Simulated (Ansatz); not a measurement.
The cell is In2O3 (corundum); cell and atoms were relaxed with r2SCAN. Space group R-3c (No. 167), trigonal; conventional cell a = 5.508 Å, c = 14.563 Å, 12.75 Å³ an atom. In is surrounded by 6 O at 2.13–2.26 Å; O is surrounded by 4 In at 2.13–2.26 Å.

```xyz
10
Lattice="2.7538 1.5899 4.8543 -2.7538 1.5899 4.8543 0.0000 -3.1798 4.8543" Properties=species:S:1:pos:R:3 pbc="T T T"
In    0.0000    0.0000   12.4811
In    0.0000    0.0000    5.1996
In    0.0000    0.0000    2.0819
In    0.0000    0.0000    9.3634
O     1.1202   -1.5899    6.0679
O    -1.9370   -0.1751    6.0679
O    -1.1202    1.5899    8.4951
O    -0.8168   -1.7651    8.4951
O     1.9370    0.1751    8.4951
O     0.8168    1.7651    6.0679
```

5 runs of the PAW code Ansatz on this cell differ in the functional (and in the settings that go with it). Levels are in eV from each run's valence top; v1 is the last filled band, c1 the first empty one.

Run A, mean stress -1.1 GPa (compression positive):
```tsv
point	v2	v1	c1	c2
Γ	-0.01	-0.01	2.73	7.22
T	-0.19	-0.19	5.97	5.97
H₂	-0.15	-0.15	7.29	7.29
L	-0.08	-0.08	6.59	6.59
```

Run B, mean stress +6.4 GPa (compression positive):
```tsv
point	v2	v1	c1	c2
Γ	-0.05	-0.05	1.22	5.52
T	-0.19	-0.19	4.36	4.36
H₂	-0.16	-0.16	5.53	5.53
L	-0.07	-0.07	4.91	4.91
```

Run C, mean stress +0.2 GPa (compression positive):
```tsv
point	v2	v1	c1	c2
Γ	-0.02	-0.02	2.95	7.46
T	-0.19	-0.19	6.23	6.23
H₂	-0.16	-0.16	7.53	7.53
L	-0.08	-0.08	6.84	6.84
```

Run D, mean stress 0.0 GPa (compression positive):
```tsv
point	v2	v1	c1	c2
Γ	-0.04	-0.04	1.80	6.18
T	-0.19	-0.19	4.94	4.94
H₂	-0.15	-0.15	6.20	6.20
L	-0.07	-0.07	5.52	5.52
```

Run E, mean stress -5.0 GPa (compression positive):
```tsv
point	v2	v1	c1	c2
Γ	-0.05	-0.05	1.10	5.31
T	-0.20	-0.20	4.22	4.22
H₂	-0.16	-0.16	5.36	5.36
L	-0.07	-0.07	4.77	4.77
```

Question: Match the runs to LDA, PBE, r2SCAN, HSE06, DDH-PBE0.

Answer: A is HSE06, B is PBE, C is DDH-PBE0, D is r2SCAN, E is LDA. In order of the gap: LDA 1.10, PBE 1.22, r2SCAN 1.80, HSE06 2.73, DDH-PBE0 2.95 eV.

Spin-unpolarised throughout; all numbers are computed.

Spin-orbit coupling is left out, which matters wherever the heavy atoms make up the band edges.

The program warns that its thresholds are loose for a hybrid's stress.

The meshes of the hybrids are coarse, so their gaps aren't converged to the digits shown.
